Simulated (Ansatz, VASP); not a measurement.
Au in VASP and in Ansatz

```
Au
1.0
     2.90963    0.00000    0.00000
    -1.45482    2.51982    0.00000
     0.00000    0.00000    4.89621
Au
2
Direct
  0.33333 0.66667 0.75000
  0.66667 0.33333 0.25000
```

Change from the starting cell: volume scaled by 1.01, crystal datasets.

Alike in both runs: task electric field gradients; functional PBEsol; k mesh 14 × 14 × 8; occupations fermi-dirac, width 0.03 eV; no spin polarisation.

|  | VASP | Ansatz |
| --- | --- | --- |
| version | VASP 6.6.1 | Ansatz 0.2.0 |
| potentials or method | VASP PAW PBE potentials, release 64 (Au), cutoff 520 eV | all-electron PAW with datasets made for the crystal, scalar-relativistic |

VASP gave:

```
pressure (GPa)                                                 : -7.8
largest component of the traceless stress (GPa)                : 0.12
Vzz of the field gradient on the site that differs most (V/Å²) : 21.7
```

Problem. What did Ansatz give for the same quantities?

Solution. Pressure (GPa): -7.6; largest component of the traceless stress (GPa): 0.11; Vzz of the field gradient on the site that differs most (V/Å²): 10.6.

Ansatz ran all-electron here, so the differences hold the error of VASP's frozen core and of both bases. Ansatz warned: «gradients_without_spin_orbit».

Caveats: the PAW data sets were made with another functional, which shifts forces and pressure a little (VASP). Spin-orbit coupling is left out, which matters for the levels of Au.
